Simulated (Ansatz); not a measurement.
**Sb under changes of volume**

One of the cells (32.896 Å³/atom); the others are scaled copies at fixed shape and fractional positions:

```
Sb
1.0
    -4.03001    4.03001    2.02549
     4.03001   -4.03001    2.02549
     4.03001    4.03001   -2.02549
Sb
4
Direct
  0.65126 0.15126 0.80253
  0.15126 0.34874 0.50000
  0.34874 0.84874 0.19747
  0.84874 0.65126 0.50000
```

This isn't the form of Sb at room conditions, which is rhombohedral.

* Program: Ansatz 0.2.0
* Functional: r2SCAN
* Potentials or basis: Ansatz PAW
* Cutoff: 500 eV (not typed: the program's choice for these potentials)
* k mesh: 7 × 7 × 7
* Occupations: fermi-dirac, width 0.05 eV
* Spin: no spin polarisation

```csv
volume (Å³/atom),energy over the lowest point (meV/atom),pressure (GPa),largest force (eV/Å)
30.922,30.94,4.5,0.169
31.580,15.54,3.1,0.133
32.238,5.63,1.8,0.101
32.896,0.62,0.7,0.070
33.554,0.00,-0.3,0.042
34.212,?,?,?
34.870,10.18,-2.0,0.010
```

Q: What does the run at 34.212 Å³/atom give?

A: Energy over the lowest point 3.33 meV/atom; pressure -1.2 GPa; largest force 0.015 eV/Å.

Worked out: A Birch-Murnaghan fit of order 3 (a polynomial in V^(-2/3)) to the other rows has its minimum at 33.32 Å³/atom with B0 = V·E''(V) = 50 GPa and B' = 4.5 at fixed shape and positions, which overstates the stiffness. It gives 3.33 meV/atom at 34.212 Å³/atom, against the run's 3.33, and -dE/dV = -1.3 GPa, against -1.2.

Energies are extrapolated to zero smearing.

Caveats: the PAW data sets come from PBE, with cores solved anew for the run's functional, which leaves a small shift of forces and pressure.
